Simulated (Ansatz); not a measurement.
Born–Oppenheimer molecular dynamics of a 18-atom TiO$_{2}$ cell at 12.00 Å³/atom, computed with Ansatz: Langevin thermostat at 300 K, 250 steps of 2.0 fs, friction 0.03 1/fs. The run is short and the cell small, so it isn't an equilibrium average.

```yaml
crystal:
  lattice:
    - [5.967823, -0.064688, -0.124811]
    - [-0.064688, 6.076315, -0.054889]
    - [-0.124811, -0.054889, 5.960406]
  atoms:
    - { symbol: Ti, position: [0.9052795046, 0.0636978218, 0.9062978043] }
    - { symbol: Ti, position: [0.5052117155, 0.7511818141, 0.6831395776] }
    - { symbol: Ti, position: [0.9900427631, 0.5165058214, 0.7007719124] }
    - { symbol: Ti, position: [0.7111741872, 0.4765904633, 0.1995830026] }
    - { symbol: Ti, position: [0.1313904717, 0.1462083707, 0.3730738782] }
    - { symbol: Ti, position: [0.4967625449, 0.9845015339, 0.1211419596] }
    - { symbol: O, position: [0.9110075814, 0.8076960045, 0.7711679578] }
    - { symbol: O, position: [0.4702334746, 0.30276086, 0.2374271606] }
    - { symbol: O, position: [0.0793577424, 0.1889733095, 0.6774026106] }
    - { symbol: O, position: [0.0482062849, 0.4478368972, 0.3832431198] }
    - { symbol: O, position: [0.826404419, 0.046730341, 0.2073137949] }
    - { symbol: O, position: [0.2969174488, 0.5849019012, 0.7528528524] }
    - { symbol: O, position: [0.5738400043, 0.0562234224, 0.8378977862] }
    - { symbol: O, position: [0.175541796, 0.9806816628, 0.0989777184] }
    - { symbol: O, position: [0.6908369567, 0.5878042725, 0.5114557754] }
    - { symbol: O, position: [0.3696534553, 0.9102443899, 0.4544602111] }
    - { symbol: O, position: [0.5923310225, 0.6996337144, 0.0412344513] }
    - { symbol: O, position: [0.8409736546, 0.3661469676, 0.933768085] }
  symmetry: { detect: false }
basis:
  ecutwfc: 420
  xc_grid: 1
kpoints:
  mp_grid: { grid: [1, 1, 1], shift: [0.0, 0.0, 0.0] }
hamiltonian:
  xc: pbe
scf:
  occupations: { method: fermi_dirac, width: 0.05 }
  lower_state_search: "off"
  convergence: { dr2_threshold: 1.0e-05 }
output:
  forces: true
  stress: true
md:
  timestep: 2.0
  n_steps: 250
  ensemble: nvt_langevin
  friction: 0.03
  temperature: 300.0
  initial_velocities: maxwell_boltzmann
  seed: 37119
```

```bash
ansatz run input.yaml --threads 2 --pin off --max-ram 5120MiB --backend cpu --events-out ev --progress --plain --runs-dir out
```

Computed with DFT PBE, scalar-relativistic, plane waves, PAW in Ansatz 0.2.0.

6 frames, positions in Å (not wrapped into the cell) and forces in eV/Å:

```xyz
18
Lattice="5.968 -0.065 -0.125 -0.065 6.076 -0.055 -0.125 -0.055 5.960" Properties=species:S:1:pos:R:3:forces:R:3 pbc="T T T" time_fs=0.0 temperature_K=283 free_energy_over_first_frame_eV=0.000
Ti    5.285    0.279    5.285    0.850   -0.860   -0.130
Ti    2.881    4.494    3.968    3.070    3.140   -1.350
Ti    5.788    3.036    4.025    0.320    0.310   -1.990
Ti    4.188    2.839    1.075   -0.610   -0.820    2.090
Ti    0.728    0.859    2.199   -0.380    0.620   -0.200
Ti    2.886    5.943    0.606   -0.300    0.490    0.870
O     5.288    4.807    4.438    0.230   -1.860   -0.670
O     2.757    1.796    1.340   -0.330   -0.800   -0.460
O     0.377    1.106    4.017    0.090   -0.660    0.030
O     0.211    2.697    2.254   -0.770   -0.650   -1.480
O     4.903    0.219    1.130   -0.590    1.360    3.290
O     1.640    3.494    4.418   -3.680   -2.410    0.840
O     3.316    0.259    4.920   -0.400   -0.580    0.200
O     0.972    5.942    0.514    1.820    0.390   -0.690
O     4.021    3.499    2.930    0.450   -1.140   -0.490
O     2.090    5.482    2.613    0.040    0.410   -0.110
O     3.485    4.211    0.133   -0.510    0.160    0.760
O     4.879    2.119    5.441    0.710    2.910   -0.520
18
Lattice="5.968 -0.065 -0.125 -0.065 6.076 -0.055 -0.125 -0.055 5.960" Properties=species:S:1:pos:R:3:forces:R:3 pbc="T T T" time_fs=100.0 temperature_K=289 free_energy_over_first_frame_eV=-1.959
Ti    5.259    0.266    5.298    0.890    0.450   -0.980
Ti    3.009    4.550    4.001    0.570   -0.550    0.240
Ti    5.824    3.068    3.738   -0.650    0.020    1.520
Ti    4.088    2.751    1.067    1.550   -0.180    0.250
Ti    0.620    1.051    2.055   -0.770   -0.940    1.010
Ti    2.795    5.916    0.874   -0.020    0.010   -0.250
O     5.241    4.825    4.216   -0.440   -0.600    0.170
O     2.671    1.701    1.242   -2.160   -0.100    0.030
O     0.319    1.086    3.897    0.160    0.430   -1.010
O     0.103    2.753    1.905    0.350    0.720    0.180
O     4.842    0.520    1.335    0.710    0.170    0.100
O     1.525    3.518    4.384    0.880    0.330   -0.150
O     3.455    0.160    5.054   -1.780    0.210    0.000
O     0.946    5.891    0.455    0.700    0.320    0.140
O     3.963    3.296    2.869   -0.210    0.210    0.340
O     2.218    5.471    2.705    0.290    0.410   -1.080
O     3.493    4.307    0.337   -0.410   -0.970    0.000
O     4.946    2.298    5.342    0.340    0.060   -0.500
18
Lattice="5.968 -0.065 -0.125 -0.065 6.076 -0.055 -0.125 -0.055 5.960" Properties=species:S:1:pos:R:3:forces:R:3 pbc="T T T" time_fs=200.0 temperature_K=250 free_energy_over_first_frame_eV=-2.231
Ti    5.258    0.301    5.199   -0.530    0.360   -0.610
Ti    2.986    4.547    3.947    0.490   -0.250   -1.120
Ti    5.852    3.101    3.852   -2.250   -1.430   -0.160
Ti    4.071    2.629    1.257    0.050    0.130    0.280
Ti    0.626    1.075    2.014   -0.260    0.070   -0.550
Ti    2.699    5.824    0.755    0.920    0.270    0.450
O     5.135    4.787    4.097   -0.530    1.270    0.740
O     2.463    1.664    1.281   -0.270   -0.190   -0.170
O     0.295    1.021    3.748    0.220    0.160    1.640
O     0.091    2.795    2.008   -0.330    0.900   -0.180
O     4.782    0.651    1.220    0.010   -0.100   -0.060
O     1.491    3.641    4.423    1.690    0.330    0.780
O     3.295    0.062    5.021    0.040    0.560   -0.610
O     0.836    5.971    0.373    0.390   -0.560   -0.600
O     3.895    3.095    3.092   -0.510   -0.150   -1.150
O     2.190    5.340    2.460    0.540   -0.420    1.090
O     3.593    4.165    0.385   -0.740   -0.050    0.200
O     4.936    2.284    5.309    1.060   -0.910    0.030
18
Lattice="5.968 -0.065 -0.125 -0.065 6.076 -0.055 -0.125 -0.055 5.960" Properties=species:S:1:pos:R:3:forces:R:3 pbc="T T T" time_fs=300.0 temperature_K=401 free_energy_over_first_frame_eV=-2.058
Ti    5.305    0.364    5.196    0.690   -0.820    0.930
Ti    3.144    4.612    3.982   -0.950   -1.520    2.140
Ti    5.832    3.116    3.902    1.960    0.320    0.490
Ti    3.974    2.622    1.242    0.400    1.200    0.560
Ti    0.559    1.178    2.037    0.480   -0.430   -0.070
Ti    2.806    5.868    0.826   -0.400   -0.520   -0.500
O     5.210    4.788    4.273   -0.420    0.180   -0.420
O     2.368    1.737    1.298    0.360   -0.690   -0.040
O     0.498    1.024    3.868   -0.300    0.540   -0.680
O     0.060    2.902    1.999   -0.360   -0.100    0.480
O     4.755    0.633    1.333   -0.520    0.350   -0.250
O     1.608    3.761    4.548   -1.320   -0.770   -1.130
O     3.417    0.200    4.990   -0.260    0.220    0.920
O     0.861    5.911    0.514    0.630    0.540    0.090
O     3.884    3.162    3.043    0.770   -1.270   -0.710
O     2.519    5.373    2.592   -0.990    1.220   -2.440
O     3.492    4.137    0.309    0.240    0.590    0.750
O     5.090    2.213    5.375    0.010    0.930   -0.130
18
Lattice="5.968 -0.065 -0.125 -0.065 6.076 -0.055 -0.125 -0.055 5.960" Properties=species:S:1:pos:R:3:forces:R:3 pbc="T T T" time_fs=400.0 temperature_K=332 free_energy_over_first_frame_eV=-2.296
Ti    5.367    0.271    5.171   -1.360    0.790   -0.380
Ti    3.007    4.607    3.969    0.380    0.060   -0.970
Ti    5.842    3.055    3.936   -0.810   -0.220   -0.050
Ti    4.022    2.681    1.227   -0.240    0.050    0.390
Ti    0.559    1.227    1.966    0.200   -0.780   -0.150
Ti    2.734    5.934    0.774    0.670   -0.410    0.020
O     5.103    4.768    4.197   -0.250   -0.460   -0.610
O     2.416    1.673    1.171   -0.250    0.880    0.090
O     0.443    1.071    3.759   -0.420    0.150    0.780
O     0.159    2.931    2.061   -1.060    0.700   -0.250
O     4.722    0.702    1.258    0.930   -0.390    0.320
O     1.508    3.697    4.410    0.200   -0.080    0.490
O     3.382    0.123    5.028   -0.360    0.080   -0.220
O     0.856    5.993    0.296    0.860   -0.530    0.860
O     3.797    3.086    2.996    0.620    0.220    0.270
O     2.324    5.505    2.521    0.220   -0.910    0.590
O     3.488    4.178    0.381   -0.090    0.050   -0.110
O     5.036    2.187    5.416    0.780    0.820   -1.070
18
Lattice="5.968 -0.065 -0.125 -0.065 6.076 -0.055 -0.125 -0.055 5.960" Properties=species:S:1:pos:R:3:forces:R:3 pbc="T T T" time_fs=500.0 temperature_K=262 free_energy_over_first_frame_eV=-2.025
Ti    5.358    0.289    5.142   -0.760   -0.210   -0.220
Ti    2.917    4.651    4.003    1.600   -1.440   -0.720
Ti    5.831    3.008    3.759   -0.550    0.530    1.850
Ti    4.067    2.665    1.211   -0.270    1.970   -0.070
Ti    0.596    1.091    1.938    0.040    0.070    1.210
Ti    2.770    6.027    0.753    1.440   -1.780   -0.010
O     5.159    4.752    4.230   -0.210    0.790   -0.380
O     2.414    1.783    1.217    0.090   -0.630    0.110
O     0.532    1.100    3.817   -0.730   -0.340   -0.520
O     0.133    2.814    1.934   -0.720    0.520    0.080
O     4.757    0.656    1.232    0.200    0.020    0.320
O     1.511    3.634    4.468   -0.360    0.080   -0.250
O     3.307    0.207    4.942   -0.190   -0.130    0.830
O     0.890    5.983    0.381    0.350   -0.350   -0.210
O     3.912    3.211    2.983    0.120   -0.590   -0.340
O     2.304    5.385    2.510   -0.330    0.660   -0.960
O     3.583    4.225    0.385   -0.360    0.150    0.130
O     4.987    2.161    5.289    0.650    0.690   -0.860
```

Over the second half the temperature averages 312 K and the pressure (kinetic part included, positive in compression) 3.5 GPa. Mean square displacements at the end: O 0.07 Å², Ti 0.06 Å² (from the start of this run, the atoms' common shift taken off).

One k point is coarse for so small a cell, so forces and above all the pressure are rough.

The run took 56 s on 2 threads of AMD EPYC 9R45 96-Core Processor (Zen 5) (shared host), peak memory 0.42 GiB.